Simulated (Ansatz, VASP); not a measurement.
# HfO2: VASP beside Ansatz

```
Hf O
1.0
     3.58011    0.00000    0.00000
     0.00000    3.58011    0.00000
     0.00000    0.00000    5.19202
Hf O
2 4
Direct
  0.50000 0.50000 0.50000
  0.00000 0.00000 0.00000
  0.00000 0.50000 0.69929
  0.50000 0.00000 0.80071
  0.50000 0.00000 0.30071
  0.00000 0.50000 0.19929
```

Alike in both runs: functional PBE; k mesh 6 × 6 × 4; occupations gaussian, width 0.02 eV; no spin polarisation.

Ansatz relaxed the structure, and its values are those at the end. VASP's run is a single point on that final structure, the one shown.

```csv
,VASP,Ansatz
version,VASP 6.6.1,Ansatz 0.2.0
potentials or method,"VASP PAW PBE potentials, release 64 (Hf_pv, O)","scalar-relativistic, plane waves, PAW"
plane-wave cutoff (eV),520,420
valence electrons in the cell,44,76
```

|  | VASP | Ansatz | Ansatz less VASP |
| --- | --- | --- | --- |
| gap on the k mesh at the Fermi level (eV) | 4.65 | 4.67 | +0.019 |
| least direct gap on the mesh (eV) | 4.73 | 4.74 | +0.009 |
| pressure (GPa) | 1.6 | 5.0 | +3.38 |
| rms of the force components (eV/Å) | 0.020 | 0.000 | -0.0198 |

With one functional, cell and mesh, what is left measures potentials, basis and numerics. The two sets of potentials don't hold the same shells in valence.

Caveats: spin-orbit coupling is left out, which moves the levels of the heavy elements. PBE gaps usually lie below the measured ones, often by a third to a half. A k mesh can miss the band edges.
